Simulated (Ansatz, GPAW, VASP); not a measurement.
## One calculation of SnO, 3 ways

```
Sn O
1.0
     3.81370    0.00000    0.00000
     0.00000    3.81370    0.00000
     0.00000    0.00000    4.88691
Sn O
2 2
Direct
  0.50000 0.00000 0.76463
  0.00000 0.50000 0.23537
  0.00000 0.00000 0.00000
  0.50000 0.50000 0.00000
```

The cell is a database's computed one, not the measured one.

Alike in all runs: task single point; functional PBE; k mesh 7 × 7 × 6; occupations gaussian, width 0.014 eV; no spin polarisation; no spin-orbit coupling. Pressure is positive in compression and, in plane waves, holds the error of the finite cutoff, which Ansatz's Pulay term estimates and takes out.

| program and potentials | plane-wave cutoff (eV) | notes | pressure (GPa) | largest force (eV/Å) |
| --- | --- | --- | --- | --- |
| Ansatz, Ansatz PAW | 420 | Pulay term of +0.46 GPa included | 3.60 | 0.370 |
| GPAW, GPAW PAW data sets (gpaw-data 1.2.1) | 800 | - | 2.85 | 0.313 |
| VASP, PBE PAW files O, Sn_d, 520 eV | 520 | - | 3.84 | 0.455 |

Force on atom 1 (Sn), eV/Å:

```json
{"program and potentials": "Ansatz, Ansatz PAW", "x": "0.000", "y": "0.000", "z": "-0.370"}
{"program and potentials": "GPAW, GPAW PAW data sets (gpaw-data 1.2.1)", "x": "0.000", "y": "0.000", "z": "-0.313"}
{"program and potentials": "VASP, PBE PAW files O, Sn_d, 520 eV", "x": "0.000", "y": "0.000", "z": "-0.455"}
```

The pressure spans 2.85 (GPAW, GPAW PAW data sets (gpaw-data 1.2.1)) to 3.84 GPa (VASP, PBE PAW files O, Sn_d, 520 eV).

Differences between rows come from potentials, basis sets and numerical settings, since the functional is the same but for its coding. Runs on potential files found faulty are left out.

All three calculations put this cell under compression for PBE, with pressures from 2.85 to 3.84 GPa, and all push tin away from its own oxygen plane into the gap between the layers. The sign of both effects is therefore robust, while their size depends noticeably on the potentials and numerical settings.

The force suggests that the Sn–O bonds within a layer are somewhat too short for PBE. Missing dispersion attraction between layers may add to the pressure, but would not by itself explain the force, since losing that pull should let tin sink back towards its oxygen plane. The gap into which tin moves houses the Sn(II) lone pair, which is stereochemically active through mixing of tin s and p states with oxygen p states. Contacts across it are soft, so even a moderate stress could change the layer spacing appreciably. The pressure alone doesn't show how the expansion would divide between the layer plane and the stacking direction.
